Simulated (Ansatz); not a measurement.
BaTiO₃: enthalpy against pressure

BaTiO₃, Pm-3m, a = 4.019 Å. The structure is a Materials Project entry; whether it is the stable form wasn't checked. Ansatz: PBE, PAW, 420 eV, Γ-centred 8×8×8 mesh on 5 atoms, Gaussian smearing 0.02 eV; no spin polarisation. Cell and atoms are relaxed at each pressure, and no other structure is tried, so the rows at high pressure may lie past a change of phase. y is the enthalpy over the state at zero pressure; there V0 = 12.986 Å³/atom. The pressures are the targets, met within 0.06 GPa.

| P (GPa) | y (eV/atom) |
| --- | --- |
| -1.0 | -0.0813 |
| 0.0 | 0.0000 |
| 1.0 | 0.0808 |
| 4.0 | 0.3204 |
| 12.0 | 0.9408 |
| 25.0 | ? |
| 50.0 | 3.6301 |
| 90.0 | 6.1658 |

Q: Fit y = c1 P + c2 P² + c3 P³ to the other rows, say what c1 and c2 mean, and predict the missing value.

A: Least squares on the rows shown. y = 0.080674 P − 0.00019430 P² + 6.5712×10⁻⁷ P³. Since dH/dP = V, c1 is V0: 0.080674 eV/GPa × 160.2 = 12.924 Å³ against 12.986; c2 = −V0/(2B0) gives B0 = 208 GPa, where a Birch–Murnaghan fit to the volumes of the same runs (not shown) gives 163 GPa: a cubic over this range folds the higher terms into c2. At P = 25.0 the fit asked for gives 1.9057 eV/atom. The run gave 1.9022 eV/atom, so the fit is 0.0035 eV/atom too high, 0.056 % of the span of the series, against an rms of 0.0004 eV/atom on the fitted rows. With a term in P⁴ added, a fit to the same known rows predicts 1.9011 eV/atom, so most of the miss is curvature that the known rows already hold.

Symmetry holds off the tilts and polar distortions that many cubic perovskites undergo.